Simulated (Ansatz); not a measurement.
The parent structure is AlSb in the zinc blende structure (space group F-43m, No. 216; a = 6.157 Å).

The change: a hydrostatic pressure of 10 GPa.

Levels (all Ansatz, a program for electronic structure, PAW): PBEsol (420 eV, scalar-relativistic without spin-orbit coupling); r2SCAN (500 eV, no spin-orbit coupling).

The geometry is relaxed with PBEsol.

| Quantity | Value |
|---|---|
| PBEsol lowest conduction level above the VBM at special points | X 0.87 eV; K 1.49 eV; U 1.49 eV; L 1.68 eV |
| PBEsol smallest direct gap | 2.59 eV |
| PBEsol width of the top valence band | 3.24 eV |

### Question
How does going to r2SCAN change the lowest conduction level above the VBM at special points, smallest direct gap and width of the top valence band?

### Answer
The lowest conduction level above the VBM at special points becomes X 1.25 eV; K 1.87 eV; U 1.87 eV; L 2.18 eV (PBEsol: X 0.87 eV; K 1.49 eV; U 1.49 eV; L 1.68 eV); the smallest direct gap increases by 0.675 eV, from 2.59 eV to 3.26 eV; the width of the top valence band rises by 0.082 eV, from 3.24 eV to 3.33 eV.

Single points use the geometry relaxed with PBEsol. Their cutoffs differ, which shifts pressures a little. With Sb present, leaving out spin-orbit coupling can change the band edges. Load acts through the strain it causes; cell and atoms are relaxed under it. Stability against distortions was not tested. Measured, AlSb leaves this structure (for a Cmcm phase) near 8.1 GPa (temperature not stated; as listed in Datta, Sujoy, Jana, Debnarayan, arXiv (2020)), on rising pressure, with hysteresis.
